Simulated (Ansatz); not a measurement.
# PtSb2 (CdI2 type): a single-point run

The task is a single-point run on PtSb2 (CdI2 type). The structure is shown as the input types it.

Program: Ansatz 0.2.0. Level of theory: DFT PBE, scalar-relativistic, plane waves, PAW. These are calculated values, not measurements.

1 further run of the same task is left out (set aside as unsound or not needed). Runs told in other sessions of the task aren't counted.

## 1. The system as given

The structure is trigonal, space group P-3m1 (No. 164). Conventional cell: a = 4.060 Å, b = 4.060 Å, c = 5.226 Å, α = 90.00°, β = 90.00°, γ = 120.00°. Pt (site symmetry -3m) has 6 Sb at 2.71 Å in its first shell of neighbours. Around Sb (site symmetry 3m) lie 3 Pt at 2.71 Å.

Coordinates:

```
Pt Sb
1.0
     4.05999    0.00000    0.00000
    -2.02999    3.51605    0.00000
     0.00000    0.00000    5.22591
Pt Sb
1 2
Direct
  0.00000 0.00000 0.00000
  0.33333 0.66667 0.25841
  0.66667 0.33333 0.74159
```

## 2. Running it

input.yaml

```yaml
crystal:
  lattice:
    - [4.059987251477, -2.886739177727e-11, 0.0]
    - [-2.029993625713, 3.516052098834, 0.0]
    - [0.0, 0.0, 5.2259058719]
  atoms:
    - { symbol: Pt, position: [0.0, 0.0, 0.0] }
    - { symbol: Sb, position: [0.3333333333333, 0.6666666666667, 0.2584105895] }
    - { symbol: Sb, position: [0.6666666666667, 0.3333333333333, 0.7415894105] }
basis:
  ecutwfc: 420
  ecutrho_ratio: 4
kpoints:
  mp_grid: { grid: [1, 1, 1] }
hamiltonian:
  xc: pbe
scf:
  occupations: { method: gaussian, width: 0.05 }
  max_iter: 80
output:
  forces: true
  stress: true
```

Launch:

```bash
$ ansatz run input.yaml --threads 2 --pin off --max-ram 2662MiB --backend cpu --events-out ev --progress --plain --runs-dir out
```

**Question.** How will this run end, and is anything wrong with its input?

This run ends as converged. It gives a pressure of 22 GPa, which is large; a structure far from rest gives such values too, whatever the setting.

The suspect setting: kpoints.mp_grid.grid is [1, 1, 1]. One k-point can't sample the Brillouin zone of so small a cell.

Run again and compare: set kpoints.mp_grid.grid to [10, 10, 6].
